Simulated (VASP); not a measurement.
Input of a VASP 6.6.1 run:

File POSCAR:

```
InAs
1.0
   -0.0000000079      3.0396114517      3.0396114358
    3.0396114121      0.0000000158      3.0396114121
    3.0396114358      3.0396114517     -0.0000000079
In As
1 1
Direct
   -0.0000000019      0.0000000037     -0.0000000019
    0.2500000019      0.2499999963      0.2500000019
```

File INCAR.step1:

```
SYSTEM = InAs
PREC = Accurate
ENCUT = 550
ISMEAR = 0
SIGMA = 0.01
LREAL = .False.
LASPH = .True.
NELM = 120
NBANDS = 16
GGA = PE
ALGO = Normal
EDIFF = 1E-5
LWAVE = .True.
LCHARG = .False.
GGA_COMPAT = .False.
```

The input INCAR.step2:

```
SYSTEM = InAs
PREC = Accurate
ENCUT = 550
EDIFF = 1E-6
ISMEAR = 0
SIGMA = 0.01
LREAL = .False.
LASPH = .True.
NELM = 120
ALGO = Normal
ISIF = 2
LWAVE = .False.
LCHARG = .False.
METAGGA = R2SCAN
LMIXTAU = .True.
IVDW = 12
VDW_S6 = 1.0
VDW_S8 = 0.78981345
VDW_A1 = 0.49484001
VDW_A2 = 5.73083694
NBANDS = 16
ISTART = 1
GGA_COMPAT = .False.
```

KPOINTS

```
regular mesh
0
Gamma
  5 5 5
  0 0 0
```

Potentials or basis: VASP PAW PBE potentials, release 64 (In_d, As).

Command:

```bash
$ cat potpaw_PBE.64/In_d/POTCAR potpaw_PBE.64/As/POTCAR > POTCAR
$ cp INCAR.step1 INCAR
$ mpirun -np 1 vasp_std > vasp.out
$ cp INCAR.step2 INCAR
$ mpirun -np 1 vasp_std > vasp.out
```

Q: Predict the band gap on the k mesh.

A: 0.16 eV, direct.

Q: Estimate the pressure.

A: 0.0 GPa.

Q: Predict the dispersion energy per atom.

A: -0.151 eV.

Caveat: the PAW data sets were made with another functional, which shifts forces and pressure a little; spin-orbit coupling is left out, which moves the levels of the heavy elements.

**The experiment to reproduce.**

A printed reference work, data compilation reports, for a bulk crystal of InAs at 4.2 K: band gap 0.418 eV (direct).

A measured gap of InAs is 0.418 eV (direct; 4.2 K; a printed reference work, data compilation); the calculated 0.16 eV misses it by -0.26 eV. Spin-orbit coupling on As, In is left out. The value is that of r2SCAN+D3(BJ), without temperature or zero-point motion.
